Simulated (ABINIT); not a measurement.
# InAs (F-43m) in ABINIT: single point with LDA

Aim: the single point of InAs with LDA.

Everything below comes from runs of ABINIT 10.8.3 (patched build). Logs are shortened: lines on timing, memory, paths and dates and some standing lists are left out, and cuts for length are marked. The log counts tension as positive stress, the text compression.

### 1 The crystal as given

Symmetry: F-43m, No. 216, cubic system. Conventional cell: a = 6.036 Å, b = 6.036 Å, c = 6.036 Å, α = 90.00°, β = 90.00°, γ = 90.00°. In (site symmetry -43m) has 4 As at 2.61 Å as nearest neighbours. As (site symmetry -43m) has 4 In at 2.61 Å as nearest neighbours.

### 2 Single point, LDA

File run.abi:

```
# Pseudopotentials
pp_dirpath "./"
pseudos "In.upf, As.upf"

# Structure
acell 3*1.0
rprim
     0.0000000000     5.7031934441     5.7031934441
     5.7031934441     0.0000000000     5.7031934441
     5.7031934441     5.7031934441     0.0000000000
ntypat 2
znucl 49 33
natom 2
typat 1 2
xred
     0.0000000000     0.0000000000     0.0000000000
     0.7500000000     0.7500000000     0.7500000000

# Plane-wave basis
ecut 34.0

# k points
kptopt 1
ngkpt 6 6 6
nshiftk 1
shiftk 0.0 0.0 0.0

# Exchange and correlation
ixc 7

# Bands and occupations
nband 18
occopt 3
tsmear 0.00183747

# SCF cycle
nstep 100
tolvrs 1.0e-10

# Output
iomode 3
prtwf 0
prtden 0
prteig 0
prtebands 0
enunit 1
```

Potentials or basis: PseudoDojo NC SR LDA v0.4.1 standard.

Run with:

```bash
> abinit run.abi > log 2>&1
```

run.abo:

```text
.Version 10.8.3 of ABINIT
 Symmetries : space group F-4 3 m (#216); Bravais cF (face-center cubic)
================================================================================
 Values of the parameters that define the memory need of the present run
     intxc =       0    ionmov =       0      iscf =       7    lmnmax =       6
     lnmax =       6     mgfft =      45  mpssoang =       3    mqgrid =    3001
     natom =       2  nloc_mem =       1    nspden =       1   nspinor =       1
    nsppol =       1      nsym =      24    n1xccc =    2501    ntypat =       2
    occopt =       3   xclevel =       1
       mpw =        3545          nfft =       91125          nkpt =          16
================================================================================
================================================================================

--------------------------------------------------------------------------------
------------- Echo of variables that govern the present computation ------------
--------------------------------------------------------------------------------
 -outvars: echo values of preprocessed input variables --------
            acell      1.0000000000E+00  1.0000000000E+00  1.0000000000E+00 Bohr
              amu      1.14820000E+02  7.49215900E+01
             ecut      3.40000000E+01 Hartree
           enunit           1
              ixc           7
         kptrlatt        6    0    0      0    6    0      0    0    6
          kptrlen      4.83932011E+01
            natom           2
            nband          18
            ngfft          45      45      45
             nkpt          16
            nstep         100
             nsym          24
           ntypat           2
           occopt           3
           prtden           0
        prtebands           0
           prteig           0
            prtwf           0
            rprim      0.0000000000E+00  5.7031934441E+00  5.7031934441E+00
                       5.7031934441E+00  0.0000000000E+00  5.7031934441E+00
                       5.7031934441E+00  5.7031934441E+00  0.0000000000E+00
          spgroup         216
           tolvrs      1.00000000E-10
           tsmear      1.83747000E-03 Hartree
            typat      1  2
           xangst      0.0000000000E+00  0.0000000000E+00  0.0000000000E+00
                       4.5269999969E+00  4.5269999969E+00  4.5269999969E+00
            xcart      0.0000000000E+00  0.0000000000E+00  0.0000000000E+00
                       8.5547901661E+00  8.5547901661E+00  8.5547901661E+00
             xred      0.0000000000E+00  0.0000000000E+00  0.0000000000E+00
                       7.5000000000E-01  7.5000000000E-01  7.5000000000E-01
            znucl       49.00000   33.00000

================================================================================

 chkinp: Checking input parameters for consistency.

================================================================================
== DATASET  1 ==================================================================

--- !DatasetInfo
iteration_state: {dtset: 1, }
dimensions: {natom: 2, nkpt: 16, mband: 18, nsppol: 1, nspinor: 1, nspden: 1, mpw: 3545, }
cutoff_energies: {ecut:  34.0, pawecutdg:  -1.0, }
electrons: {nelect:   2.80000000E+01, charge:   0.00000000E+00, occopt:   3.00000000E+00, tsmear:   1.83747000E-03, }
meta: {optdriver: 0, ionmov: 0, optcell: 0, iscf: 7, paral_kgb: 0, }
...

 Exchange-correlation functional for the present dataset will be:
  LDA: Perdew-Wang 92 LSD fit to Ceperley-Alder data - ixc=7
  J.P.Perdew and Y.Wang, PRB 45, 13244 (1992)

 Real(R)+Recip(G) space primitive vectors, cartesian coordinates (Bohr,Bohr^-1):
 R(1)=  0.0000000  5.7031934  5.7031934  G(1)= -0.0876702  0.0876702  0.0876702
 R(2)=  5.7031934  0.0000000  5.7031934  G(2)=  0.0876702 -0.0876702  0.0876702
 R(3)=  5.7031934  5.7031934  0.0000000  G(3)=  0.0876702  0.0876702 -0.0876702
 Unit cell volume ucvol=  3.7100888E+02 bohr^3
 Angles (23,13,12)=  6.00000000E+01  6.00000000E+01  6.00000000E+01 degrees

 getcut: wavevector=  0.0000  0.0000  0.0000  ngfft=  45  45  45
         ecut(hartree)=     34.000   => boxcut(ratio)=   2.07833

--- Pseudopotential description ------------------------------------------------
- pspini: atom type   1  psp file is ./In.upf
12 -1012 2 -1 1894                            pspcod,pspxc,lmax,lloc,mmax
     nproj     2     2     2

- pspini: atom type   2  psp file is ./As.upf
12 -1012 2 -1 1326                            pspcod,pspxc,lmax,lloc,mmax
     nproj     2     2     2

   1.49220217E+03                                ecore*ucvol(ha*bohr**3)
--------------------------------------------------------------------------------

================================================================================

--- !BeginCycle
iteration_state: {dtset: 1, }
solver: {iscf: 7, nstep: 100, nline: 4, wfoptalg: 0, }
tolerances: {tolvrs: 1.00E-10, }
...

     iter   Etot(hartree)      deltaE(h)  residm     vres2
 ETOT  1  -170.71481267549    -1.707E+02 9.723E-01 9.786E+01
 ETOT  2  -172.22366456148    -1.509E+00 1.660E-02 4.181E+01
 ETOT  3  -172.22980903719    -6.144E-03 3.621E-03 3.508E+00
 ETOT  4  -172.23014171438    -3.327E-04 1.535E-03 1.205E-01
 ETOT  5  -172.23015325819    -1.154E-05 1.997E-03 1.698E-02
 ETOT  6  -172.23015460905    -1.351E-06 3.139E-04 1.595E-03
 ETOT  7  -172.23015483426    -2.252E-07 3.255E-04 7.277E-06
 ETOT  8  -172.23015483569    -1.427E-09 3.693E-05 1.111E-06
 ETOT  9  -172.23015483580    -1.098E-10 4.611E-05 2.132E-07
 ETOT 10  -172.23015483582    -2.612E-11 5.443E-06 6.505E-10
 ETOT 11  -172.23015483582     2.842E-14 7.498E-06 4.947E-11

 At SCF step   11       vres2   =  4.95E-11 < tolvrs=  1.00E-10 =>converged.

 Cartesian components of stress tensor (hartree/bohr^3)
  sigma(1 1)=  3.01156062E-04  sigma(3 2)=  0.00000000E+00
  sigma(2 2)=  3.01156062E-04  sigma(3 1)=  0.00000000E+00
  sigma(3 3)=  3.01156062E-04  sigma(2 1)=  0.00000000E+00

--- !ResultsGS
iteration_state: {dtset: 1, }
comment   : Summary of ground state results
lattice_vectors:
- [  0.0000000,   5.7031934,   5.7031934, ]
- [  5.7031934,   0.0000000,   5.7031934, ]
- [  5.7031934,   5.7031934,   0.0000000, ]
lattice_lengths: [   8.06553,    8.06553,    8.06553, ]
lattice_angles: [ 60.000,  60.000,  60.000, ] # degrees, (23, 13, 12)
lattice_volume:   3.7100888E+02
convergence: {deltae:  2.842E-14, res2:  4.947E-11, residm:  7.498E-06, diffor: null, }
etotal    :  -1.72230155E+02
entropy   :   0.00000000E+00
fermie    :   1.46678887E-01
cartesian_stress_tensor: # hartree/bohr^3
- [  3.01156062E-04,   0.00000000E+00,   0.00000000E+00, ]
- [  0.00000000E+00,   3.01156062E-04,   0.00000000E+00, ]
- [  0.00000000E+00,   0.00000000E+00,   3.01156062E-04, ]
pressure_GPa:  -8.8603E+00
xred      :
- [  0.0000E+00,   0.0000E+00,   0.0000E+00, In]
- [  7.5000E-01,   7.5000E-01,   7.5000E-01, As]
cartesian_forces: # hartree/bohr
- [ -3.68851083E-31,   3.68851083E-31,  -3.31965975E-30, ]
- [  3.68851083E-31,  -3.68851083E-31,   3.31965975E-30, ]
force_length_stats: {min:   3.36039330E-30, max:   3.36039330E-30, mean:   3.36039330E-30, }
...

 Integrated electronic density in atomic spheres:
 ------------------------------------------------
 Atom  Sphere_radius  Integrated_density
    1        2.00000          9.91462555
    2        2.00000         12.39002695
================================================================================

 ----iterations are completed or convergence reached----

 Mean square residual over all n,k,spin=   51.987E-09; max=  74.984E-07
 reduced coordinates (array xred) for    2 atoms
       0.000000000000      0.000000000000      0.000000000000
       0.750000000000      0.750000000000      0.750000000000
 rms dE/dt=  2.7696E-29; max dE/dt=  8.4145E-30; dE/dt below (all hartree)
    1      -0.000000000000     -0.000000000000      0.000000000000
    2      -0.000000000000     -0.000000000000      0.000000000000

 cartesian coordinates (angstrom) at end:
    1      0.00000000000000     0.00000000000000     0.00000000000000
    2      4.52699999691250     4.52699999691250     4.52699999691250

 cartesian forces (hartree/bohr) at end:
    1     -0.00000000000000     0.00000000000000    -0.00000000000000
    2      0.00000000000000    -0.00000000000000     0.00000000000000
 frms,max,avg= 1.9401240E-30 3.3196598E-30   0.000E+00  0.000E+00  0.000E+00 h/b

 cartesian forces (eV/Angstrom) at end:
    1     -0.00000000000000     0.00000000000000    -0.00000000000000
    2      0.00000000000000    -0.00000000000000     0.00000000000000
 frms,max,avg= 9.9765186E-29 1.7070377E-28   0.000E+00  0.000E+00  0.000E+00 e/A
 length scales=  1.000000000000  1.000000000000  1.000000000000 bohr
              =  0.529177210544  0.529177210544  0.529177210544 angstroms
 Fermi (or HOMO) energy (eV) =   3.99134   Average Vxc (eV)=  -9.95540
 Eigenvalues (   eV  ) for nkpt=  16  k points:
 kpt#   1, nband= 18, wtk=  0.00463, kpt=  0.0000  0.0000  0.0000 (reduced coord)
 -31.26600  -31.26600  -31.26600  -31.25475  -31.25475  -10.43750  -10.43750  -10.43750
 -10.30854  -10.30854   -8.02043    3.54000    3.95566    3.95566    3.95566    7.79454
   7.79454    7.79454
 prteigrs : prtvol=0 or 1, do not print more k-points.

--- !EnergyTerms
iteration_state     : {dtset: 1, }
comment             : Components of total free energy in Hartree
kinetic             :  1.17681628571335E+02
hartree             :  5.22052583895115E+01
xc                  : -4.31063886590018E+01
Ewald energy        : -9.28949152033449E+01
psp_core            :  4.02201201084455E+00
local_psp           : -1.44579985236279E+02
non_local_psp       : -6.55577304853796E+01
internal            : -1.72230120612315E+02
'-kT*entropy'       : -3.42235071724334E-05
total_energy        : -1.72230154835822E+02
total_energy_eV     : -4.68662126644266E+03
band_energy         : -1.55736888110508E+01
...

 Cartesian components of stress tensor (hartree/bohr^3)
  sigma(1 1)=  3.01156062E-04  sigma(3 2)=  0.00000000E+00
  sigma(2 2)=  3.01156062E-04  sigma(3 1)=  0.00000000E+00
  sigma(3 3)=  3.01156062E-04  sigma(2 1)=  0.00000000E+00

-Cartesian components of stress tensor (GPa)         [Pressure= -8.8603E+00 GPa]
- sigma(1 1)=  8.86031724E+00  sigma(3 2)=  0.00000000E+00
- sigma(2 2)=  8.86031724E+00  sigma(3 1)=  0.00000000E+00
- sigma(3 3)=  8.86031724E+00  sigma(2 1)=  0.00000000E+00

== END DATASET(S) ==============================================================
================================================================================

 -outvars: echo values of variables after computation  --------
            acell      1.0000000000E+00  1.0000000000E+00  1.0000000000E+00 Bohr
           etotal     -1.7223015484E+02
            fcart     -3.6885108338E-31  3.6885108338E-31 -3.3196597504E-30
                       3.6885108338E-31 -3.6885108338E-31  3.3196597504E-30
            rprim      0.0000000000E+00  5.7031934441E+00  5.7031934441E+00
                       5.7031934441E+00  0.0000000000E+00  5.7031934441E+00
                       5.7031934441E+00  5.7031934441E+00  0.0000000000E+00
           strten      3.0115606192E-04  3.0115606192E-04  3.0115606192E-04
                       0.0000000000E+00  0.0000000000E+00  0.0000000000E+00
           xangst      0.0000000000E+00  0.0000000000E+00  0.0000000000E+00
                       4.5269999969E+00  4.5269999969E+00  4.5269999969E+00
             xred      0.0000000000E+00  0.0000000000E+00  0.0000000000E+00
                       7.5000000000E-01  7.5000000000E-01  7.5000000000E-01
 Calculation completed.
```

Wall time 38 s (1 thread of Arm Neoverse V1, shared host); peak memory 0.08 GiB.

What came out:

```yaml
Free_energy: -4686.6213 eV
Band_gap_on_the_k_mesh: none (metal or under the smearing width)
Valence_electrons_inside_the_program's_atomic_spheres: In 9.91; As 12.39
```

Caveat: the cutoff is too short for stress, so the log's stress isn't used; this crystal is a semiconductor, whose small gap the functional closes, so the metal is an error of the method.
